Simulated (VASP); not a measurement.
A run of VASP 6.6.1 is set up as follows.

File POSCAR:

```
SiO2
1.0
    5.0303800000      0.0000000000      0.0000000000
    0.0000000000      5.0303800000      0.0000000000
    0.0000000000      0.0000000000      7.0077700000
Si O
4 8
Direct
    0.2984800000      0.2984800000      0.0000000000
    0.2015200000      0.7984800000      0.2500000000
    0.7015200000      0.7015200000      0.5000000000
    0.7984800000      0.2015200000      0.7500000000
    0.2396000000      0.1022500000      0.1783800000
    0.3977500000      0.7396000000      0.4283800000
    0.7604000000      0.8977500000      0.6783800000
    0.6022500000      0.2604000000      0.9283800000
    0.7396000000      0.3977500000      0.5716200000
    0.8977500000      0.7604000000      0.3216200000
    0.2604000000      0.6022500000      0.0716200000
    0.1022500000      0.2396000000      0.8216200000
```

File INCAR.step1:

```
SYSTEM = SiO2
  PREC = Accurate
  ENCUT = 520
  EDIFF = 1E-5
  ISMEAR = 0
  SIGMA = 0.02
  LREAL = .FALSE.
  LASPH = .TRUE.
  NELM = 80
  ALGO = Normal
  ISIF = 2
  LWAVE = .TRUE.
  LCHARG = .FALSE.
  GGA = PE
```

Contents of INCAR.step2:

```
SYSTEM = SiO2
  PREC = Accurate
  ENCUT = 520
  EDIFF = 1E-7
  ISMEAR = 0
  SIGMA = 0.02
  LREAL = .FALSE.
  LASPH = .TRUE.
  NELM = 80
  ALGO = Normal
  ISIF = 2
  LWAVE = .FALSE.
  LCHARG = .FALSE.
  METAGGA = MBJ
  ISTART = 1
```

KPOINTS

```
Automatic mesh
0
G
  4 4 4
  0 0 0
```

KPOINTS_OPT

```
path GXMGZRAZ,XR,MA
20
line-mode
reciprocal
 0.0000000000  0.0000000000  0.0000000000  G
 0.0000000000  0.5000000000  0.0000000000  X

 0.0000000000  0.5000000000  0.0000000000  X
 0.5000000000  0.5000000000  0.0000000000  M

 0.5000000000  0.5000000000  0.0000000000  M
 0.0000000000  0.0000000000  0.0000000000  G

 0.0000000000  0.0000000000  0.0000000000  G
 0.0000000000  0.0000000000  0.5000000000  Z

 0.0000000000  0.0000000000  0.5000000000  Z
 0.0000000000  0.5000000000  0.5000000000  R

 0.0000000000  0.5000000000  0.5000000000  R
 0.5000000000  0.5000000000  0.5000000000  A

 0.5000000000  0.5000000000  0.5000000000  A
 0.0000000000  0.0000000000  0.5000000000  Z

 0.0000000000  0.5000000000  0.0000000000  X
 0.0000000000  0.5000000000  0.5000000000  R

 0.5000000000  0.5000000000  0.0000000000  M
 0.5000000000  0.5000000000  0.5000000000  A
```

Potentials or basis: VASP PAW PBE potentials, release 64 (Si, O).

Run with:

```sh
$ cat potpaw_PBE.64/Si/POTCAR potpaw_PBE.64/O/POTCAR > POTCAR
$ cp INCAR.step1 INCAR
$ mpirun -np 1 vasp_std > vasp.out
$ cp INCAR.step2 INCAR
$ mpirun -np 1 vasp_std > vasp.out
```

Predict the band gap on the k mesh.

8.68 eV, direct.

What does it give for the band gap along the path?

8.68 eV, direct.

Levels at the corners of the path, in eV from the valence-band top:
| point | band 30 | band 31 | band 32 | band 33 | band 34 | band 35 |
| --- | --- | --- | --- | --- | --- | --- |
| Γ | -0.29 | -0.29 | 0.00 | 8.68 | 11.64 | 11.64 |
| X | -0.53 | -0.42 | -0.42 | 10.42 | 10.42 | 12.17 |
| X | -0.53 | -0.42 | -0.42 | 10.42 | 10.42 | 12.17 |
| M | -0.49 | -0.46 | -0.46 | 11.38 | 11.38 | 11.56 |
| M | -0.49 | -0.46 | -0.46 | 11.38 | 11.38 | 11.56 |
| Γ | -0.29 | -0.29 | 0.00 | 8.68 | 11.64 | 11.64 |
| Γ | -0.29 | -0.29 | 0.00 | 8.68 | 11.64 | 11.64 |
| Z | -0.46 | -0.32 | -0.32 | 9.76 | 9.76 | 12.29 |
| Z | -0.46 | -0.32 | -0.32 | 9.76 | 9.76 | 12.29 |
| R | -0.78 | -0.17 | -0.17 | 10.36 | 10.36 | 12.52 |
| R | -0.78 | -0.17 | -0.17 | 10.36 | 10.36 | 12.52 |
| A | -0.53 | -0.53 | -0.53 | 11.77 | 11.77 | 11.77 |
| A | -0.53 | -0.53 | -0.53 | 11.77 | 11.77 | 11.77 |
| Z | -0.46 | -0.32 | -0.32 | 9.76 | 9.76 | 12.29 |
| X | -0.53 | -0.42 | -0.42 | 10.42 | 10.42 | 12.17 |
| R | -0.78 | -0.17 | -0.17 | 10.36 | 10.36 | 12.52 |
| M | -0.49 | -0.46 | -0.46 | 11.38 | 11.38 | 11.56 |
| A | -0.53 | -0.53 | -0.53 | 11.77 | 11.77 | 11.77 |
